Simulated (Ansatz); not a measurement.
The cell was built from the rocksalt type and relaxed in the same program, and has space group Fm-3m; it needn't be a known or the stable phase.

An input for CuO and the output that it gave: DFT, PBE, all-electron LAPW, scalar-relativistic (Ansatz 0.2.0).

Command: `ansatz run input.yaml --threads 1 --pin off --max-ram 2048MiB --backend cpu --events-out ev --progress --plain --runs-dir out` The run took 14 s on 1 thread of AMD EPYC 9R45 96-Core Processor (Zen 5) (shared host), peak memory 0.56 GiB.

```yaml
crystal:
  lattice:
    - [0.0, 2.1225350073, 2.1225350073]
    - [2.1225350073, 0.0, 2.1225350073]
    - [2.1225350073, 2.1225350073, 0.0]
  atoms:
    - { symbol: Cu, position: [0.0, 0.0, 0.0] }
    - { symbol: O, position: [0.5, 0.5, 0.5] }
kpoints:
  mp_grid: { grid: [16, 16, 16] }
  band_path:
    path:
      - [0.0, 0.0, 0.0]
      - [0.5, 0.0, 0.5]
      - [0.625, 0.25, 0.625]
      - [0.375, 0.375, 0.75]
      - [0.0, 0.0, 0.0]
      - [0.5, 0.5, 0.5]
      - [0.5, 0.25, 0.75]
      - [0.5, 0.0, 0.5]
    npoints: 14
scf:
  occupations: { method: fermi_dirac, width: 0.08 }
hamiltonian:
  xc: pbe
  pseudopotentials: { kind: all_electron, lapw: { basis_error: 0.0005 } }
output:
  forces: true
  stress: true
  eigenvalues: true
  fatbands: true
  populations: true
  dos: { projected: true, de: 0.2, e_range: [-14, 8] }
```

What the program printed:

```
Cu: projections on atomic orbitals take those of the free atom 1s2 2s2 2p6 3s2 3p6 3d10 4s1, of charge +0.00 (hamiltonian.pseudopotentials.projection_atoms)
O: projections on atomic orbitals take those of the free atom 1s2 2s2 2p4, of charge +0.00 (hamiltonian.pseudopotentials.projection_atoms)
LAPW: plane waves up to 10.184 Å⁻¹, error target 5.0e-4 eV per atom; small_component_spin mean_spin; O in spheres of 0.960 Å, 8 of its electrons in bands, Dirac shells []; Cu in spheres of 1.162 Å, 19 of its electrons in bands, Dirac shells []
Engine: ansatz 0.2.0
Pseudopotentials: kind: all_electron
Pseudopotential: Cu, LAPW, valence charge 19, Koelling and Harmon's equation, gaussian nucleus
Pseudopotential: O, LAPW, valence charge 8, Koelling and Harmon's equation, gaussian nucleus
Functional definition: PBE
  parameter kappa = 0.804
  parameter beta = 0.06672455060314922
  exchange = pbe_x(kappa = kappa, mu = beta*pi^2/3)
  correlation = pbe_c(beta = beta)
Crystal: 2 atoms, lattice volume = 19.125 Å³
Basis set: ecut = 395.1214304711008 eV, 331 PW (Γ), exchange–correlation at level 2
Bands: 18, of which v1, the nominal top of the filled ones, is band 14 counted from 1 (13 counted from 0)
Symmetry: 48 space group operations
Space group: Fm-3m (ITA 225), of the structure as read, at distance tolerance 2.7e-5 Å
k-points: 145 of 4096
Non-local potential: Cu, projectors of the file, none
Non-local potential: O, projectors of the file, none
Initial density: superposition of atomic densities (chi_scale 0.1, normalization cell, long waves kept (reshape's long-wave potential 0.00 eV rms))
Initial wavefunctions: plane waves of lowest kinetic energy (no species holds an atomic orbital)
Functional: x = pbe(κ = 0.804, μ = 0.2195149727645171), c = pbe(β = 0.06672455060314922)
iter 1 solved again at ethr=1.71e-2 eV; its pass at ethr=1.00e-1 eV (dr2=4.61e0 eV) is discarded
SCF iter   1: F=—  HF=-47083.735912 eV  |F-HF|=—  |Δ(HF+E_count)|=         —  Δρ=1.45e-1  dr2=4.61e0  ethr=1.71e-2  ⟨swp⟩=2.0  Hψ=16971  notcnv=0
preconditioner: auto → none  [metal: Δε(μ)=0.000 eV  Ē_g=14.182 eV  σ=0.080 eV  W_gap=0.00  n_scr=8 (ndim 8)  ℏωp=35.0 eV  f_vac=0.000  D(μ)=2.75/eV (n_scr^D=50)  sad-step TF]
SCF iter   2: F=—  HF=-47083.746931 eV  |F-HF|=—  |Δ(HF+E_count)|=   1.10e-2  Δρ=7.54e-2  dr2=9.85e-1  ethr=1.71e-2  ⟨swp⟩=2.7  Hψ=7814  notcnv=0
iter 3 solved again at ethr=2.37e-4 eV; its pass at ethr=3.65e-3 eV (dr2=6.40e-2 eV) is discarded
SCF iter   3: F=—  HF=-47081.051942 eV  |F-HF|=—  |Δ(HF+E_count)|=    2.69e0  Δρ=1.74e-2  dr2=6.40e-2  ethr=2.37e-4  ⟨swp⟩=2.0  Hψ=13201  notcnv=0
SCF iter   4: F=—  HF=-47081.016139 eV  |F-HF|=—  |Δ(HF+E_count)|=         —  Δρ=4.47e-3  dr2=2.82e-3  ethr=2.37e-4  ⟨swp⟩=2.0  Hψ=7376  notcnv=0
the basis was enlarged: its passes take 308.9 KiB over the memory plan, 1 of 1 planned eigensolver slots
SCF iter   5: F=—  HF=-47081.007992 eV  |F-HF|=—  |Δ(HF+E_count)|=   8.15e-3  Δρ=7.85e-4  dr2=7.43e-5  ethr=1.04e-5  ⟨swp⟩=2.0  Hψ=7281  notcnv=0
SCF iter   6: F=—  HF=-47081.007941 eV  |F-HF|=—  |Δ(HF+E_count)|=   5.07e-5  Δρ=3.32e-4  dr2=2.11e-5  ethr=2.75e-7  ⟨swp⟩=2.2  Hψ=7278  notcnv=0
SCF iter   7: F=—  HF=-47081.007954 eV  |F-HF|=—  |Δ(HF+E_count)|=   1.34e-5  Δρ=3.88e-5  dr2=2.16e-7  ethr=7.81e-8  ⟨swp⟩=2.0  Hψ=7251  notcnv=0
SCF iter   8: F=-47081.007954 eV  HF=-47081.007955 eV  |F-HF|=7.36e-8  |Δ(HF+E_count)|=   2.09e-7  Δρ=1.21e-5  dr2=3.31e-8  ethr=8.00e-10  ⟨swp⟩=3.0  Hψ=7497  notcnv=0
SCF 1 converged in 8 iterations: F = -47081.007954 eV  dr2 = 3.31e-8
NSCF: frozen V_eff on 99 k-points
SCF converged after 8 iterations
Free energy (F): -47081.007954 eV
Harris-Foulkes:  -47081.007955 eV  (|F-HF|=7.36e-8)
Internal energy: -47080.977015 eV  (E = F + TS)
E sigma→0 (E₀):  -47080.992485 eV
Entropy (-TS):   -0.030940 eV (-15.470 meV/atom)
Fermi energy:    12.956466 eV
--- Per-component energies (eV) ---
  E_band       = -1385.367106
  E_kinetic    = 47851.242123
  E_xc         = -2072.091119
  E_electrostatic = -92860.128019  (all electrons and nuclei)
  E_smearing   = -0.030940  (= −TS)
  E_closure    = 0.000000  (closes the sum)
  E_atoms      = -47071.435960  (free atoms, spherical and without spin; not in F)
  Σ components = -47081.007954   (vs F -47081.007954, Δ=0.00e0)
  Basis errors (estimates in eV, not in F): energy 1.8e-4 per atom: plane waves 1.6e-4 (8.6e-5 summed), levels above the bands 2.4e-88, relativity 1.3e-8, radial functions 2.1e-5, core shells 4.2e-10; eigenvalues (radial functions only) 8.6e-6; not estimated: angular momenta, meshes, grids; target (lapw.basis_error) 5.0e-4; muffin-tin radii O 0.960 Å, Cu 1.162 Å
--- Forces (eV/Å), atoms counted from 1 ---
  atom   1  Cu    -0.00000000     0.00000000     0.00000000
  atom   2  O      0.00000000    -0.00000000     0.00000000
  max |Σ_I F_I| component: 7.82e-30 eV/Å
--- Stress (GPa, compression-positive) ---
       -0.061802      -0.000000       0.000000
       -0.000000      -0.061802      -0.000000
        0.000000      -0.000000      -0.061802
  P = ⅓ Tr σ = -0.0618 GPa (-0.618 kbar)
--- Band table (eV; the first three rows and the last of 145) ---
  k-point 0: bands = ["-493.5009", "-99.1597", "-56.5404", "-56.5404", "-56.5404", "-6.5646", "10.5238", "10.5238", "10.5238", "10.5847", "10.5847", "10.5847", "10.7824", "10.7824", "14.2950", "31.0799", "31.5447", "31.5447"]
  k-point 1: bands = ["-493.5009", "-99.1597", "-56.5410", "-56.5405", "-56.5405", "-6.5233", "10.0297", "10.1242", "10.1242", "10.5747", "10.5747", "10.7813", "11.2259", "11.2259", "14.6110", "29.6401", "31.3677", "31.3677"]
  k-point 2: bands = ["-493.5009", "-99.1595", "-56.5426", "-56.5407", "-56.5407", "-6.4033", "9.2320", "9.6302", "9.6302", "10.6351", "10.6351", "10.8942", "11.7574", "11.7574", "15.3506", "27.9217", "30.7435", "30.7435"]
  k-point 144: bands = ["-493.5009", "-99.1582", "-56.5504", "-56.5504", "-56.5464", "-5.1037", "7.5245", "7.5245", "7.8312", "11.1906", "11.1906", "11.3291", "11.3959", "12.3144", "20.8067", "23.5531", "23.5531", "25.8925"]
--- Löwdin populations: 2 sites ---
  site symbol       q [e]
     0     Cu     27.9491
     1      O      8.9373
  spilling = 0.003071 (of n_electrons = 37.000000)
```

Without spin polarisation or U, such a compound can come out metallic where the real one is a magnetic insulator.
